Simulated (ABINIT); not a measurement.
Crystal: BeTe.

```
Te Be
1.0
     0.00000    2.77000    2.77000
     2.77000    0.00000    2.77000
     2.77000    2.77000    0.00000
Te Be
1 1
Direct
  0.75000 0.75000 0.75000
  0.00000 0.00000 0.00000
```

Base run:

| Item | Value |
| --- | --- |
| Program | ABINIT 10.8.3 (patched build) |
| Functional | PBE |
| Potentials or basis | PseudoDojo NC SR PBE v0.4.1 standard |
| Cutoff | 1197 eV |
| k mesh | 6 × 6 × 6 |
| Occupations | fermi-dirac, width 0.05 eV |
| Spin | no spin polarisation |

Its results: band gap on the k mesh 1.86 eV, indirect (least direct gap 3.61 eV); pressure 4.5 GPa.

Task: The run is repeated on the same cell with these changes: potentials or basis from PseudoDojo NC SR PBE v0.4.1 standard to PseudoDojo NC FR PBE v0.4 standard; cutoff from 1197 eV to 1034 eV; spin from no spin polarisation to spin-orbit coupling, no magnetisation. What comes out?

Result: Band gap on the k mesh 1.56 eV, indirect (least direct gap 3.27 eV); pressure 4.3 GPa.

Spin-orbit coupling splits the band edges, which narrows the gap.

Caveats: spin-orbit coupling is left out, which moves the levels of the heavy elements (some runs); the cutoff is short for stress, so the pressure is rough (some runs).

A k mesh can miss the band edges.
